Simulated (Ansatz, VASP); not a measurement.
**One calculation of Pt, two programs**

```
Pt
1.0
     0.00000    1.94674    1.94674
     1.94674    0.00000    1.94674
     1.94674    1.94674    0.00000
Pt
1
Direct
  0.00000 0.00000 0.00000
```

Alike in both runs: task relaxation of cell and atoms; functional LDA; k mesh 16 × 16 × 16; occupations fermi-dirac, width 0.15 eV; no spin polarisation.

```csv
,VASP,Ansatz
version,VASP 6.6.1,Ansatz 0.2.0
potentials or method,"VASP PAW LDA potentials, release 64 (Pt)","scalar-relativistic, plane waves, PAW"
plane-wave cutoff (eV),600,420
valence electrons in the cell,10,18
```

```tsv
	VASP	Ansatz	Ansatz less VASP
gap on the k mesh at the Fermi level, each at its own relaxed structure (eV)	none	none	-
relaxed volume (Å³/atom)	14.84	14.79	-0.042
relaxed cell length with the largest relative difference (Å)	2.758	2.756	-0.0026
```

A gap of «none» marks a metal or a gap that the smearing closes. The two sets of potentials don't hold the same shells in valence. Ansatz warned: «pseudo_functional_mismatch».

The runs have no spin-orbit coupling, so splittings on Pt are missing.
